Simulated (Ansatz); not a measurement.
# LiCl: least direct gap as volume per atom varies

Kohn-Sham gap and band edges on the k mesh of a periodic cell at fixed atoms; k points in fractions of the reciprocal cell vectors; the gap counts as zero where a band crosses the Fermi level or it is under half the smearing width; plane waves with PAW datasets, Gamma-centred k mesh. The results are calculated, by Ansatz 0.2.0.

Cell of the first row (space group Fm-3m, No. 225):
```
CELL_PARAMETERS angstrom
0.00000 2.46800 2.46800
2.46800 0.00000 2.46800
2.46800 2.46800 0.00000
ATOMIC_POSITIONS crystal
Li 0.50000 0.50000 0.50000
Cl 0.00000 0.00000 0.00000
```

Settings of every row: functional PBE; dispersion none; spin none; wave cutoff 420 eV; k mesh 8x8x8; occupations gaussian; smearing width 0.02 eV.

Limits: semilocal functionals tend to give too small a gap.

```csv
row,volume per atom (Å³),least direct gap (eV),band gap (eV)
1,15.032,7.051,6.85
2,15.545,6.828,6.821
3,16.057,?,?
4,16.57,6.433,6.433
5,17.063,6.264,6.264
6,17.077,6.259,6.259
7,17.082,6.258,6.258
8,17.595,6.095,6.095
9,18.107,5.944,5.944
10,18.79,5.759,5.759
```

Question: what least direct gap should row 3 give?

Worked fit of least direct gap. Take t = volume per atom − 17, in Å³. The shown rows have t = -1.968, -1.455, -0.43, 0.063, 0.077, 0.082, 0.595, 1.107, 1.79. Least squares give least direct gap = 6.2851 − 0.3381 × t + 0.02533 × t² eV; a straight line predicts inner rows, each left out in turn, worse (root mean square 0.028 against 0.0023 eV). The rows lie off it by 0.002, -0.003, -0.002, 0.000, 0.000, 0.000, 0.002, 0.002, -0.002. The withheld row has t = -0.943, so the fit gives 6.2851 − 0.3381 × (-0.943) + 0.02533 × (-0.943)² = 6.626 eV.

The calculation gave 6.622 eV. The fit lies 0.004 eV (0.31 % of the column's range) above it; its largest miss of a shown row is 0.003 eV.

The other values of row 3: band gap 6.622 eV.
